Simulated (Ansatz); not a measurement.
Calculated 113In NMR of the central transition for In₂O₃

Cell: a structure deposited in the COD whose atoms were relaxed with PBE, the cell held.

Space group R-3c:H (No. 167); a = 5.4870, c = 14.5100 Å, γ = 120.00°.

| site | Wyckoff | site symmetry | x | y | z |
| --- | --- | --- | --- | --- | --- |
| In | 12c | 3. | 0.0000 | 0.0000 | 0.8579 |
| O | 18e | .2 | 0.9626 | 0.3333 | 0.0833 |

One atom of each set is listed; the run and its k-mesh use a cell of 10 atoms with edges of 5.78, 5.78, 5.78 Å.

Method: Kohn–Sham DFT in Ansatz, PBEsol, plane waves and PAW, scalar-relativistic, 420 eV cutoff, Γ-centred 7×7×7 k-points, Fermi–Dirac smearing 0.02 eV.

113In has I = 9/2 and Q = 761.0 mb (Pyykkö 2018); at 9.4 T its Larmor frequency is ν₀ = 88.0 MHz (from the bare nuclear moment; shielding lowers the observed one by a per cent or two). Only the quadrupole interaction is simulated: positions count from each site's isotropic chemical shift, and shift anisotropy, dipolar and J coupling are left out.

(1) Give C_Q, η, the quadrupolar product P_Q = |C_Q|(1 + η²/3)^½, the second-order isotropic shift and the breadth of the pattern (static powder) for each In site.

Results:

(1) 

```
site         first shell  C_Q (MHz)     η  P_Q (MHz)  δ_QIS (ppm)  breadth (kHz)
  In  6 O at 2.12–2.26 Å       88.5  0.00       88.5        -1402            643
```

δ_QIS = −(ν_Q²/30ν₀²)[I(I+1) − 3/4](1 + η²/3) × 10⁶ ppm with ν_Q = 3|C_Q|/[2I(2I−1)]; it falls as 1/B₀² in ppm, and the breadth as 1/B₀ in kHz.

An axis of threefold or higher order runs through In, so V_zz lies along it and η is zero.

Without spin–orbit coupling (the program notes it for In) the gradients can shift somewhat, as the gap is small.
